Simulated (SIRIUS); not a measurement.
Zr:

```
CELL_PARAMETERS angstrom
3.23200 0.00000 0.00000
-1.61600 2.79899 0.00000
0.00000 0.00000 5.14700
ATOMIC_POSITIONS crystal
Zr 0.66667 0.33333 0.75000
Zr 0.33333 0.66667 0.25000
```

Base run:

```yaml
Program: SIRIUS 7.12.0
Functional: PBE
Potentials_or_basis: PseudoDojo 0.4.1 PBE standard (scalar relativistic)
Cutoff: 915 eV
Density_cutoff: 3659 eV
k_mesh: 9 × 9 × 5
Occupations: fermi-dirac, width 0.05 eV
Spin: no spin polarisation
Hubbard_terms: Zr d U = 4 eV
```

Its results: band gap on the k mesh none (metal or under the smearing width); pressure 5.3 GPa.

Question: The run is repeated on the same cell with these changes: hubbard terms from Zr d U = 4 eV to Zr d U = 6 eV. What comes out?

Answer: Band gap on the k mesh none (metal or under the smearing width); pressure 13.1 GPa.

Caveats: U without spin polarisation on a metal has little footing; the U is typed as a test and isn't derived for this compound.
